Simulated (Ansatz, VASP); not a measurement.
**Two plane-wave programs on B**

```
B
1.0
     0.00000    4.28728    4.28728
     4.28728    0.00000    4.28728
     4.28728    4.28728    0.00000
B
8
Direct
  0.28901 0.57033 0.57033
  0.67967 0.67967 0.67967
  0.67967 0.67967 0.96099
  0.67967 0.96099 0.67967
  0.57033 0.28901 0.57033
  0.57033 0.57033 0.57033
  0.57033 0.57033 0.28901
  0.96099 0.67967 0.67967
```

Alike in both runs: task relaxation of cell and atoms; functional PBE; k mesh 8 × 8 × 8; occupations gaussian, width 0.1 eV; no spin polarisation.

```csv
,VASP,Ansatz
version,VASP 6.6.1,Ansatz 0.2.0
potentials or method,"VASP PAW PBE potentials, release 64 (B)","scalar-relativistic, plane waves, PAW"
plane-wave cutoff (eV),600,420
valence electrons in the cell,24,24
```

|  | VASP | Ansatz | Ansatz less VASP |
| --- | --- | --- | --- |
| gap on the k mesh at the Fermi level, each at its own relaxed structure (eV) | none | none | - |
| relaxed volume (Å³/atom) | 19.65 | 19.69 | +0.034 |
| relaxed cell length with the largest relative difference (Å) | 6.058 | 6.062 | +0.0035 |

A gap of «none» marks a metal or a gap that the smearing closes.
